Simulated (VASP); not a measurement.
# HfO2: lattice, stiffness and zone-centre modes, part 2 of 2

What lattice, stiffness and vibrations does HfO2 have at one level of theory? The starting structure is a measured crystal structure from the Crystallography Open Database. All runs use PBEsol.

VASP 6.6.1.

So far. Step 3 (Elastic constants): The elastic tensor has C11 = 598.1, C12 = 111.2, C44 = 74.8 GPa; its Hill averages are a bulk modulus of 273.5 and a shear modulus of 122.9 GPa. Step 4 (Modes of the relaxed cell): The zone-centre modes at 10.540 Å³ an atom are T2g 589.9, T1u 247.5 cm⁻¹.

### 5. Modes at 0.97 of that volume

Level of this step: PBEsol; plane waves and PAW (Hf_pv, O) (VASP).

Shape and positions were first relaxed at this volume, in a run that isn't shown.

INCAR

```
SYSTEM = HfO2
PREC = Accurate
ENCUT = 560
EDIFF = 1E-08
NELM = 100
ISMEAR = 0
SIGMA = 0.03
LREAL = .FALSE.
ALGO = Normal
GGA = PS
NBANDS = 17
LASPH = .TRUE.
LORBIT = 11
LWAVE = .FALSE.
LCHARG = .FALSE.
KPAR = 4
IBRION = 8
LEPSILON = .TRUE.
LPEAD = .TRUE.
ISIF = 2
```

POSCAR

```
HfO2
1.0
    0.0000000000      2.4845068342      2.4845068342
    2.4845068342      0.0000000000      2.4845068342
    2.4845068342      2.4845068342      0.0000000000
Hf O
1 2
Direct
    0.0000000000      0.0000000000      0.0000000000
    0.7500000000      0.7500000000      0.7500000000
    0.2500000000      0.2500000000      0.2500000000
```

KPOINTS

```
Automatic mesh
0
Gamma
14 14 14
0 0 0
```

The projector-augmented-wave data sets are Hf_pv and O (PBE family, release 64).

Command:

```console
> mpirun -np 4 vasp_std
```

Log:

```text
[... set-up lines as in an earlier step ...]
 entering main loop
       N       E                     dE             d eps       ncg     rms          rms(c)
DAV:   1     0.990005212666E+02    0.99001E+02   -0.13458E+04  3536   0.137E+03
DAV:   2    -0.328771462862E+02   -0.13188E+03   -0.12828E+03  4596   0.313E+02
DAV:   3    -0.367612806984E+02   -0.38841E+01   -0.38733E+01  4116   0.487E+01
DAV:   4    -0.367825391639E+02   -0.21258E-01   -0.21254E-01  4604   0.394E+00
[...]
DAV:  13    -0.316113918211E+02   -0.41420E-06   -0.71303E-07  4459   0.728E-03    0.656E-03
DAV:  14    -0.316113918797E+02   -0.58692E-07   -0.31869E-08  4102   0.143E-03    0.453E-04
DAV:  15    -0.316113918821E+02   -0.23856E-08   -0.68773E-09  2600   0.640E-04
   1 F= -.31611392E+02 E0= -.31611392E+02  d E =-.114847E-12
 Linear response reoptimize wavefunctions to high precision
DAV:   1    -0.316113918811E+02    0.10737E-08   -0.48215E-10  2289   0.191E-04
DAV:   2    -0.316113918811E+02   -0.54570E-11   -0.26616E-11  1855   0.468E-05
 Linear response to external field (no local field effect), progress :
[...]
RMM:  15    -0.222504655340E+00   -0.52397E-09   -0.75768E-08 11997   0.135E-05    0.309E-06
 first order change of Fermi-energy  -0.32298E-01
 force on displaced ion       1 direction 1 :  -7.808   0.000   0.000
 Born effective charge ion    1 direction 1 :   5.540   0.000   0.000
 Linear response progress:
  Degree of freedom:   2/  2
       N       E                     dE             d eps       ncg     rms          rms(c)
RMM:   1    -0.375257029493E+00   -0.37526E+00    0.22540E-01 31396   0.381E+00
RMM:   2    -0.362864014335E+00    0.12393E-01   -0.11671E-02 22629   0.709E-01    0.773E-01
RMM:   3    -0.364262181412E+00   -0.13982E-02   -0.89617E-04 21469   0.187E-01    0.465E-01
RMM:   4    -0.366555785163E+00   -0.22936E-02   -0.75794E-04 21772   0.183E-01    0.489E-02
[...]
RMM:  10    -0.366253745697E+00   -0.25372E-06   -0.12595E-09 27506   0.924E-05    0.554E-04
RMM:  11    -0.366253526291E+00    0.21941E-06   -0.23978E-10 28280   0.390E-05    0.352E-04
RMM:  12    -0.366253532464E+00   -0.61725E-08   -0.13699E-08 28014   0.180E-05    0.617E-05
 first order change of Fermi-energy   0.15572E-01
 force on displaced ion       2 direction 1 : -13.218  -0.000  -0.000
 Born effective charge ion    2 direction 1 :  -2.770   0.000   0.000
 Born effective charges drift removed
 Linear response finished
```

It took 3.5 min on 4 MPI ranks of Intel Xeon 6975P-C (Granite Rapids), shared host; peak memory 3.5 GiB.

OUTCAR, selected parts (step 5):

```text
  Total        1.6955625      1.6955625      1.6955625      0.0000000     -0.0000000      0.0000000
  in kB       88.5673790     88.5673790     88.5673790      0.0000000     -0.0000000      0.0000000
  external PRESSURE =      88.5673790 kB  Pullay stress =       0.0000000 kB

 POSITION                                       TOTAL-FORCE (eV/Angst)
 -----------------------------------------------------------------------------------
      0.00000      0.00000      0.00000        -0.000000     -0.000000      0.000000
      3.72676      3.72676      3.72676         0.000000      0.000000     -0.000000
      1.24225      1.24225      1.24225        -0.000000     -0.000000      0.000000
 -----------------------------------------------------------------------------------
    total drift:                                0.000000      0.000000      0.000000

 MACROSCOPIC STATIC DIELECTRIC TENSOR (including local field effects in DFT)
 ------------------------------------------------------
           5.299738     0.000000    -0.000000
           0.000000     5.299738    -0.000000
          -0.000000    -0.000000     5.299738
 ------------------------------------------------------

 MACROSCOPIC STATIC DIELECTRIC TENSOR IONIC CONTRIBUTION
 ------------------------------------------------------
          23.168950    -0.000000     0.000000
          -0.000000    23.168950     0.000000
           0.000000     0.000000    23.168950
 ------------------------------------------------------

[... 1 part as in an earlier step ...]

[... 1 further part left out ...]
```

The zone-centre modes at 10.224 Å³ an atom are T2g 618.7, T1u 280.0 cm⁻¹.

### 6. Modes at 1.03 of that volume

Shape and positions were first relaxed at this volume, in a run that isn't shown.

INCAR is that of step 5.

POSCAR

```
HfO2
1.0
    0.0000000000      2.5347124180      2.5347124180
    2.5347124180      0.0000000000      2.5347124180
    2.5347124180      2.5347124180      0.0000000000
Hf O
1 2
Direct
    0.0000000000      0.0000000000      0.0000000000
    0.7500000000      0.7500000000      0.7500000000
    0.2500000000      0.2500000000      0.2500000000
```

KPOINTS is that of step 5.

Command:

```console
> mpirun -np 4 vasp_std
```

Log:

```text
[... set-up lines as in an earlier step ...]
 entering main loop
       N       E                     dE             d eps       ncg     rms          rms(c)
DAV:   1     0.966155649239E+02    0.96616E+02   -0.13215E+04  3544   0.135E+03
DAV:   2    -0.329522114720E+02   -0.12957E+03   -0.12612E+03  4750   0.306E+02
DAV:   3    -0.368510918145E+02   -0.38989E+01   -0.38900E+01  3997   0.482E+01
DAV:   4    -0.368735122063E+02   -0.22420E-01   -0.22415E-01  4752   0.408E+00
[...]
DAV:  13    -0.316175629029E+02   -0.47217E-06   -0.76043E-07  4548   0.740E-03    0.882E-03
DAV:  14    -0.316175629829E+02   -0.80057E-07   -0.51875E-08  3995   0.183E-03    0.911E-04
DAV:  15    -0.316175629773E+02    0.56209E-08   -0.55848E-09  2702   0.560E-04
   1 F= -.31617563E+02 E0= -.31617563E+02  d E =-.140531E-13
 Linear response reoptimize wavefunctions to high precision
DAV:   1    -0.316175629754E+02    0.19509E-08   -0.45492E-10  2498   0.171E-04
DAV:   2    -0.316175629754E+02   -0.22283E-10   -0.22125E-11  1846   0.408E-05
 Linear response to external field (no local field effect), progress :
[...]
RMM:  15    -0.224795379633E+00   -0.21475E-08   -0.92837E-08 12378   0.157E-05    0.158E-06
 first order change of Fermi-energy   0.40130E+00
 force on displaced ion       1 direction 1 :  -4.640   0.000   0.000
 Born effective charge ion    1 direction 1 :   5.518   0.000   0.000
 Linear response progress:
  Degree of freedom:   2/  2
       N       E                     dE             d eps       ncg     rms          rms(c)
RMM:   1    -0.374527933754E+00   -0.37453E+00    0.22676E-01 31369   0.376E+00
RMM:   2    -0.362603116565E+00    0.11925E-01   -0.11498E-02 22515   0.689E-01    0.667E-01
RMM:   3    -0.363940972918E+00   -0.13379E-02   -0.85077E-04 21644   0.179E-01    0.408E-01
RMM:   4    -0.366080645378E+00   -0.21397E-02   -0.68420E-04 21723   0.173E-01    0.437E-02
[...]
RMM:  12    -0.365792592787E+00    0.14442E-07   -0.71913E-09 28525   0.248E-05    0.184E-04
RMM:  13    -0.365792605006E+00   -0.12219E-07   -0.55387E-09 27320   0.160E-05    0.186E-05
RMM:  14    -0.365792608669E+00   -0.36629E-08   -0.50138E-09 24140   0.122E-05    0.210E-05
 first order change of Fermi-energy  -0.13699E+00
 force on displaced ion       2 direction 1 : -10.502   0.000   0.000
 Born effective charge ion    2 direction 1 :  -2.759   0.000   0.000
 Born effective charges drift removed
 Linear response finished
```

Wall time 3.8 min (4 MPI ranks); peak memory 3.7 GiB.

Parts of OUTCAR (step 6):

```text
  Total       -1.5348890     -1.5348890     -1.5348890      0.0000000      0.0000000     -0.0000000
  in kB      -75.5042633    -75.5042633    -75.5042633      0.0000000      0.0000000     -0.0000000
  external PRESSURE =     -75.5042633 kB  Pullay stress =       0.0000000 kB

 POSITION                                       TOTAL-FORCE (eV/Angst)
 -----------------------------------------------------------------------------------
      0.00000      0.00000      0.00000         0.000000     -0.000000      0.000000
      3.80207      3.80207      3.80207        -0.000000     -0.000000     -0.000000
      1.26736      1.26736      1.26736         0.000000      0.000000     -0.000000
 -----------------------------------------------------------------------------------
    total drift:                                0.000000      0.000000      0.000000

 MACROSCOPIC STATIC DIELECTRIC TENSOR (including local field effects in DFT)
 ------------------------------------------------------
           5.333640    -0.000000     0.000000
          -0.000000     5.333640     0.000000
          -0.000000     0.000000     5.333640
 ------------------------------------------------------

 MACROSCOPIC STATIC DIELECTRIC TENSOR IONIC CONTRIBUTION
 ------------------------------------------------------
          36.501347    -0.000000    -0.000000
          -0.000000    36.501347     0.000000
          -0.000000     0.000000    36.501347
 ------------------------------------------------------

[... 1 part as in an earlier step ...]

[... 1 further part left out ...]
```

The zone-centre modes at 10.857 Å³ an atom are T2g 563.6, T1u 215.4 cm⁻¹.

### 7. All runs side by side

```tsv
run	volume (Å³/atom)	T2g	T1u	core minutes
relaxation	10.54	-	-	0.32
elastic constants	10.54	-	-	21.7
modes of the relaxed cell	10.54	589.9	247.5	13.6
modes at 0.97 of that volume	10.224	618.7	280.0	13.9
modes at 1.03 of that volume	10.857	563.6	215.4	15.2
```

Modes are in cm⁻¹, degenerate ones as one, matched by symmetry and order. A number in brackets counts the listed modes of one symmetry from the lowest. The symmetry labels come from an automatic analysis and can be wrong where levels nearly coincide. Core minutes are wall time times ranks of the run shown, on a shared host.

### 8. Outcome

| Item | Value |
| --- | --- |
| relaxed volume | 10.54 Å³/atom |
| bulk modulus from two volumes | 273 GPa |
| Hill shear modulus | 123 GPa |
| mode T2g | 589.9 cm⁻¹ |
| mode T1u | 247.5 cm⁻¹ |
| Grüneisen parameter of T2g | 1.55 |
| Grüneisen parameter of T1u | 4.38 |

At the PBEsol level HfO2 relaxes to 10.54 Å³ an atom. The bulk modulus is 272.5 GPa from the pressures at two volumes and 273.5 GPa as the Hill average of the elastic tensor, so the two routes agree. The mode Grüneisen parameters, from the cells at 0.97 and 1.03 of the volume, run from 1.55 (T2g) to 4.38 (T1u). The dielectric constants and Born charges in the logs aren't compared here; at a small gap they can be far off, and in a run without a gap they mean nothing. The frequencies are harmonic, and the splitting of polar modes by their long-range field is left out. All values are for a static lattice. Further runs on this material are not shown.

[Lines on the potential files, build, host, timing and source positions are cut from VASP's logs without a mark.]

[Logs are printed without paths, hosts, clocks, repeated set-up lines and the standing remarks that a program may print on its own settings, such as how far it seeks lower states.]

[Hosts, paths, dates, database ids (printed as entryN), source tags and the programs' standing remarks are cut or masked in the printed files.]
